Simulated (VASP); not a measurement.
# Si (Fd-3m) in VASP: a series of runs, part 2 of 2

VASP 6.6.1. Earlier steps stand in the parts before.

## Step 3: Relaxation of cell and atoms, r2SCAN

This run uses another cell than the first one, of 20.12 Å³/atom, 1.007 times its volume.

INCAR reads:

```
ALGO     = Normal         # electronic algorithm
EDIFF    = 1E-7           # SCF threshold, eV
EDIFFG   = -0.005         # ionic threshold
ENCUT    = 600            # plane-wave cutoff, eV
IBRION   = 2              # ionic algorithm
ISIF     = 3              # what is computed and relaxed
ISMEAR   = 0              # smearing method
LASPH    = True           # aspherical terms in the spheres
LCHARG   = False          # write CHGCAR
LMIXTAU  = True         
LREAL    = False          # projectors in reciprocal space
LWAVE    = False          # write WAVECAR
METAGGA  = R2SCAN         # meta-GGA
NELM     = 80             # most SCF steps
NSW      = 90             # ionic steps
PREC     = Accurate       # precision mode
SIGMA    = 0.03           # smearing width, eV
```

KPOINTS reads:

```
k-points
0
Gamma
  12 12 12
```

POSCAR reads:

```
Si                                      
1.0
   -0.0000000000      2.7197934114      2.7197934114
    2.7197934114     -0.0000000000      2.7197934114
    2.7197934114      2.7197934114      0.0000000000
  Si            
     2
Direct
     0.7500000000000000    0.7500000000000000    0.7500000000000000
     0.5000000000000000    0.5000000000000000    0.5000000000000000
```

Potentials or basis: VASP PAW PBE potentials, release 64 (Si).

On the command line:

```sh
> cat potpaw_PBE.64/Si/POTCAR > POTCAR
> mpirun -np 1 vasp_std > vasp.out
```

OUTCAR:

```text
EDIFF = 1E-7
   EDIFFG = -0.005
   ENCUT = 600
   IBRION = 2
   ISIF = 3
   ISMEAR = 0
   LASPH = True
   LREAL = False
   METAGGA = R2SCAN
   NELM = 80
   NSW = 90
   PREC = Accurate

 ion  position               nearest neighbor table
   1  0.750  0.750  0.750-   2 2.36   2 2.36   2 2.36   2 2.36
   2  0.500  0.500  0.500-   1 2.36   1 2.36   1 2.36   1 2.36

  LATTYP: Found a face centered cubic cell.
 ALAT       =     5.4395868228

  Lattice vectors:

 A1 = (   0.0000000000,   2.7197934114,   2.7197934114)
 A2 = (   2.7197934114,   0.0000000000,   2.7197934114)
 A3 = (   2.7197934114,   2.7197934114,   0.0000000000)

Analysis of symmetry for initial positions (statically):
=====================================================================
 Subroutine PRICEL returns:
 Original cell was already a primitive cell.

 Routine SETGRP: Setting up the symmetry group for a
 face centered cubic supercell.

 Subroutine GETGRP returns: Found 48 space group operations
 (whereof 24 operations were pure point group operations)
 out of a pool of 48 trial point group operations.

The static configuration has the point symmetry T_d .
 The point group associated with its full space group is O_h .

Analysis of symmetry for dynamics (positions and initial velocities):
=====================================================================
 Subroutine PRICEL returns:
 Original cell was already a primitive cell.

 Routine SETGRP: Setting up the symmetry group for a
 face centered cubic supercell.

 Subroutine GETGRP returns: Found 48 space group operations
 (whereof 24 operations were pure point group operations)
 out of a pool of 48 trial point group operations.

The dynamic configuration has the point symmetry T_d .
 The point group associated with its full space group is O_h .

 Subroutine INISYM returns: Found 48 space group operations
 (whereof 24 operations are pure point group operations),
 and found     1 'primitive' translations

----------------------------------------------------------------------------------------

                                     Primitive cell

  volume of cell :      40.2381

  direct lattice vectors                    reciprocal lattice vectors
     0.000000000  2.719793411  2.719793411    -0.183837492  0.183837492  0.183837492
     2.719793411  0.000000000  2.719793411     0.183837492 -0.183837492  0.183837492
     2.719793411  2.719793411  0.000000000     0.183837492  0.183837492 -0.183837492

  length of vectors
     3.846368729  3.846368729  3.846368729     0.318415877  0.318415877  0.318415877

  position of ions in fractional coordinates (direct lattice)
     0.750000000  0.750000000  0.750000000
     0.500000000  0.500000000  0.500000000

  ion indices of the primitive-cell ions
   primitive index   ion index
                 1           1
                 2           2

----------------------------------------------------------------------------------------

 KPOINTS: k-points

Automatic generation of k-mesh.
 Grid dimensions read from file:
 generate k-points for:   12   12   12

 Generating k-lattice:

  Cartesian coordinates                     Fractional coordinates (reciprocal lattice)
    -0.015319791  0.015319791  0.015319791     0.083333333  0.000000000  0.000000000
     0.015319791 -0.015319791  0.015319791     0.000000000  0.083333333  0.000000000
     0.015319791  0.015319791 -0.015319791     0.000000000  0.000000000  0.083333333

  Length of vectors
     0.026534656  0.026534656  0.026534656

  Shift w.r.t. Gamma in fractional coordinates (k-lattice)
     0.000000000  0.000000000  0.000000000

 Subroutine IBZKPT returns following result:
 ===========================================

 Found     72 irreducible k-points:

 Following reciprocal coordinates:
            Coordinates               Weight
  0.000000  0.000000  0.000000      1.000000
  0.083333  0.000000  0.000000      8.000000
  0.166667  0.000000  0.000000      8.000000
  0.250000  0.000000  0.000000      8.000000
  0.333333  0.000000  0.000000      8.000000
  0.416667  0.000000  0.000000      8.000000
[... 16 lines left out ...]
  0.500000  0.166667  0.000000     24.000000
 -0.416667  0.166667  0.000000     24.000000
 [... further k-points ...]
   k-points           NKPTS =     72   k-points in BZ     NKDIM =     72   number of bands    NBANDS=      8
   number of dos      NEDOS =    301   number of ions     NIONS =      2
   total plane-waves  NPLWV =  32768
   dimension x,y,z NGX =    32 NGY =   32 NGZ =   32
   dimension x,y,z NGXF=    64 NGYF=   64 NGZF=   64
   ions per type =               2
   NGX,Y,Z   is equivalent  to a cutoff of  13.83, 13.83, 13.83 a.u.
   NGXF,Y,Z  is equivalent  to a cutoff of  27.66, 27.66, 27.66 a.u.
 SYSTEM =  unknown system
   PREC   = accura    normal or accurate (medium, high low for compatibility)
   ISTART =      0    job   : 0-new  1-cont  2-samecut
   ICHARG =      2    charge: 1-file 2-atom 10-const
   ISPIN  =      1    spin polarized calculation?
   LNONCOLLINEAR =      F non collinear calculations
   LSORBIT =      F    spin-orbit coupling
   LASPH  =      T    aspherical Exc in radial PAW
   ENCUT  =  600.0 eV  44.10 Ry    6.64 a.u.   7.68  7.68  7.68*2*pi/ulx,y,z
   NELM   =     80;   NELMIN=  2; NELMDL= -5     # of ELM steps
   EDIFF  = 0.1E-06   stopping-criterion for ELM
   LREAL  =      F    real-space projection
   EDIFFG = -.5E-02   stopping-criterion for IOM
   NSW    =     90    number of steps for IOM
   IBRION =      2    ionic relax: 0-MD 1-quasi-New 2-CG
   NFREE  =      1    steps in history (QN), initial steepest desc. (CG)
   ISIF   =      3    stress and relaxation
   ISYM   =      2    0-nonsym 1-usesym 2-fastsym
   POTIM  = 0.5000    time-step for ionic-motion
   TEBEG  =    0.0;   TEEND  =   0.0 temperature during run
   PSTRESS=    0.0 pullay stress
   NELECT =       8.0000    total number of electrons
   NUPDOWN=      -1.0000    fix difference up-down
   EMIN   =  10.00;   EMAX   =-10.00  energy-range for DOS
   EFERMI =   0.00;   METHOD = LEGACY
   ISMEAR =     0;   SIGMA  =   0.03  broadening in eV -4-tet -1-fermi 0-gaus
   EFERMI_NEDOS =   21; number of points for ismear=-14 and -15
   IALGO  =     38    algorithm
   IMIX   =      4    mixing-type and parameters
     AMIX     =   0.40;   BMIX     =  1.00
     AMIX_MAG =   1.60;   BMIX_MAG =  1.00
  volume/ion in A,a.u.               =      20.12       135.77
  Fermi-wavevector in a.u.,A,eV,Ry     =   0.955489  1.805612 12.421558  0.912959
  Thomas-Fermi vector in A             =   2.084331
   LORBIT       =      0    0 simple, 1 ext, 2 COOP (PROOUT), +10 PAW based schemes
   METAGGA = R2SCAN    functional components
   LHFCALC =     F    Hartree Fock is set to
   AEXX    =    0.0000 exact exchange contribution
   IVDW    =     0    specifies the selected vdW correction
   LEPSILON=     F    determine dielectric tensor
   LRPA    =     F    only Hartree local field effects (RPA)
 conjugate gradient relaxation of ions
 non-spin polarized calculation
 Gauss-broadening in eV      SIGMA  =   0.03
  energy-cutoff  :      600.00
  volume of cell :       40.24
 maximum number of plane-waves:      1363
   NGX = 15   NGY = 15   NGZ = 15

 number of electron       8.0000000 magnetization

 Free energy of the ion-electron system (eV)
  ---------------------------------------------------
  ext. energy  EPLUGINS =         0.00000000
  ---------------------------------------------------
  free energy    TOTEN  =       -17.55005660 eV

  energy without entropy =      -17.55005660  energy(sigma->0) =      -17.55005660

 E-fermi :   5.8073     XC(G=0):  -9.8358

 val. band max:        5.6876930612   @ k =   0.0000   0.0000   0.0000
 cond. band min:       6.4689344778   @ k =   0.4167   0.4167   0.0000
 fundamental gap:      0.7812414166
 Fermi energy:         5.8072577201

 k-point     1 :       0.0000    0.0000    0.0000
  band No.  band energies     occupation
      1      -6.8037      2.00000
      2       5.6877      2.00000
      3       5.6877      2.00000
      4       5.6877      2.00000
      5       8.4439      0.00000
      6       8.4439      0.00000
      7       8.4439      0.00000
      8       9.6163      0.00000
[... 243 lines left out ...]
 k-point    24 :      -0.4167    0.1667    0.0000
  band No.  band energies     occupation
      1      -4.0754      2.00000
      2      -1.3444      2.00000
      3       2.5909      2.00000
      4       4.0093      2.00000
      5       8.1510      0.00000
      6      10.1138      0.00000
      7      10.3891      0.00000
      8      14.2107      0.00000

 [... further k-points ...]
[... 5 lines left out ...]
  --------------------------------------------------------------------------------------
  -------------------------------------------------------------------------------------
  Total        0.0034284      0.0034284      0.0034284      0.0000000     -0.0000000      0.0000000
  in kB        0.1365110      0.1365110      0.1365110      0.0000000     -0.0000000      0.0000000
  external PRESSURE =       0.1365110 kB  Pullay stress =       0.0000000 kB

 VOLUME and BASIS-vectors are now :
 -----------------------------------------------------------------------------
  energy-cutoff  :      600.00
  volume of cell :       40.24
      direct lattice vectors                 reciprocal lattice vectors
     0.000000000  2.719793411  2.719793411    -0.183837492  0.183837492  0.183837492
     2.719793411  0.000000000  2.719793411     0.183837492 -0.183837492  0.183837492
     2.719793411  2.719793411  0.000000000     0.183837492  0.183837492 -0.183837492

 POSITION                                       TOTAL-FORCE (eV/Angst)
 -----------------------------------------------------------------------------------
      4.07969      4.07969      4.07969         0.000000     -0.000000      0.000000
      2.71979      2.71979      2.71979        -0.000000      0.000000     -0.000000
 -----------------------------------------------------------------------------------
    total drift:                               -0.000000     -0.000000     -0.000000

  FREE ENERGIE OF THE ION-ELECTRON SYSTEM (eV)
  ---------------------------------------------------
  free  energy   TOTEN  =       -17.5500565954 eV

  energy  without entropy=      -17.5500565954  energy(sigma->0) =      -17.55005660

 reached required accuracy - stopping structural energy minimisation
```

It took 56 s on 1 thread of Intel Xeon Platinum 8559C (Emerald Rapids), shared host; peak memory 0.18 GiB.

What came out:

```
Free energy             : -17.5501 eV
Pressure after relaxing : 0.0 GPa
Band gap on the k mesh  : 0.78 eV, indirect (least direct gap 2.76 eV)
```

Final structure:
```yaml
crystal:
  lattice:
    - [0.00000, 2.71979, 2.71979]
    - [2.71979, 0.00000, 2.71979]
    - [2.71979, 2.71979, 0.00000]
  atoms:
    - { symbol: Si, position: [0.75000, 0.75000, 0.75000] }
    - { symbol: Si, position: [0.50000, 0.50000, 0.50000] }
```

Caveat: the relaxation stopped at its first step, so nothing moved; the PAW data sets were made with another functional, which shifts forces and pressure a little.
